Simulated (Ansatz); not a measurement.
Crystal: Al2O3.

```
Al O
1.0
     2.88432    0.00000    0.00000
    -1.44216    2.49790    0.00000
     0.00000    0.00000    9.33675
Al O
2 3
Direct
  0.00000 0.00000 0.85001
  0.00000 0.00000 0.14999
  0.33333 0.66667 0.77768
  0.66667 0.33333 0.00000
  0.33333 0.66667 0.22232
```

Measurements of this composition are mostly on another form, of space group No. 167.

Base run:

* Program: Ansatz 0.2.0
* Functional: PBEsol
* Potentials or basis: all-electron LAPW, scalar-relativistic
* Cutoff: 405 eV
* Density cutoff: 1622 eV
* Basis error allowed: 0.002 eV/atom
* k mesh: 11 × 11 × 3
* Occupations: fermi-dirac, width 0.05 eV
* Spin: no spin polarisation

Its results: band gap on the k mesh 4.77 eV, indirect (least direct gap 5.01 eV); pressure -2.9 GPa; largest force 0.141 eV/Å.

Task: The run is repeated on the same cell with these changes: functional from PBEsol to LDA. What comes out?

Result: Band gap on the k mesh 4.78 eV, indirect (least direct gap 5.02 eV); pressure -6.8 GPa; largest force 0.491 eV/Å.

LDA binds more tightly than PBEsol, so the same cell stands under less pressure.

Not every run made on this cell is shown here.
